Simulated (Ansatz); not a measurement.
# ZrS in Ansatz: the effect of Hubbard term

Crystal: ZrS.

```
Zr S
1.0
     0.00000    2.62500    2.62500
     2.62500    0.00000    2.62500
     2.62500    2.62500    0.00000
Zr S
1 1
Cartesian
  0.0000 0.0000 0.0000
  2.6250 2.6250 2.6250
```

Alike in all runs:

| Quantity | Value |
| --- | --- |
| Program | Ansatz 0.2.0 |
| Task | density of states |
| Functional | PBEsol |
| Potentials or basis | all-electron LAPW, scalar-relativistic |
| Cutoff | 212 eV (chosen from the basis error) |
| Basis error allowed | 0.001 eV/atom |
| k mesh | 9 × 9 × 9 |
| Occupations | fermi-dirac, width 0.05 eV |
| Spin | no spin polarisation |

```csv
Hubbard term,pressure (GPa)
none,-6.4
Zr d U = 2 eV,-4.4
Zr d U = 4 eV,?
Zr d U = 6 eV,0.9
Zr d U = 8 eV,3.8
```

Problem. What does the run with Hubbard term Zr d U = 4 eV give?

Solution. Pressure -1.9 GPa.

Worked out: A parabola through the other rows of the pressure, of slope 1.29 GPa per eV there, gives -1.9 GPa, against the run's -1.9.

Caveats: U is the effective U less J, on atomic orbitals that reach past the spheres (some runs); U without spin polarisation on a metal has little footing (some runs).
